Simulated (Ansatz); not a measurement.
Runs of Ansatz 0.2.0 on Si2Mo. It takes space group I4/mmm (No. 139, tetragonal). Conventional cell: a = 3.200 Å, b = 3.200 Å, c = 7.861 Å, α = 90.00°, β = 90.00°, γ = 90.00°. Around Mo (site symmetry 4/mmm) lie 10 Si at 2.62 Å. Si (site symmetry 4mm) has 5 Si at 2.61 to 2.63 Å and 5 Mo at 2.62 Å as nearest neighbours. 

```tsv
task	level	potentials or basis	cell	cutoff (eV)	smearing	points for each segment of the path	gap on the mesh (eV)	pressure (GPa)	V0 of scaled cells (Å³/atom)	relaxed volume (Å³/atom)	B0 (GPa)	largest force (eV/Å)
relaxation of cell and atoms	revPBE	Ansatz PAW	relaxed	420	fermi-dirac 0.05 eV	-	none	0.0	-	(b)	-	-
ladder of functionals	PBE+D3(BJ)	Ansatz NC	as given	1088	fixed	-	none	-4.8	-	-	-	(a)
ladder of functionals	PBE+D3(BJ)	Ansatz NC	as given	1088	methfessel-paxton 0.1 eV	-	none	-4.8	-	-	-	0.28
band structure	r2SCAN	Ansatz PAW	as given	500	fermi-dirac 0.05 eV	14	none	-1.4	-	-	-	0.36
relaxation of cell and atoms	rPW86-PBE	Ansatz PAW	relaxed	420	fermi-dirac 0.05 eV	-	-	0.0	-	13.89	-	-
single point	PBEsol	Ansatz PAW	as given	420	gaussian 0.1 eV	-	none	(c)	-	-	-	0.33
single point	PBE	Ansatz PAW	as given	420	gaussian 0.011 eV	-	none	2.2	-	-	-	0.28
equation of state	r2SCAN	Ansatz PAW	as given	500	fermi-dirac 0.05 eV	-	-	-	13.33	-	223	-
single point	PBE	Ansatz PAW	as given	420	gaussian 0.05 eV	-	none	2.2	-	-	-	0.28
equation of state	rPW86-PBE	Ansatz PAW	as given	420	fermi-dirac 0.05 eV	-	-	-	13.87	-	192	-
relaxation of cell and atoms	PBE+D3(BJ)	Ansatz PAW	relaxed	420	fermi-dirac 0.05 eV	-	-	0.0	-	13.13	-	-
equation of state	PBEsol	Ansatz PAW	as given	420	fermi-dirac 0.05 eV	-	-	-	13.25	-	223	-
```

Alike in all rows: no spin polarisation; k mesh 12 × 12 × 12.

Task: Fill in the values left out.

Result: (a) 0.39; (b) 13.71; (c) -2.7.

Caveats: the PAW data sets come from PBE, with cores solved anew for the run's functional, which leaves a small shift of forces and pressure (some runs); the potentials were made for another functional, which shifts forces and pressure (some runs); the plane-wave basis is chosen anew once the cell has moved, so the energies of steps on either side of that aren't comparable (some runs); the cell was scaled at fixed shape and fractional positions, which overstates the stiffness of a crystal with free parameters, most of all of layers and chains (some runs); pairwise dispersion overbinds metals, which lowers pressure and volume (some runs).

A k mesh can miss the band edges, and the runs leave out spin-orbit coupling on Mo.

A gap of «none» marks a metal or a gap under the smearing width.

Not every run made on this cell is shown here.
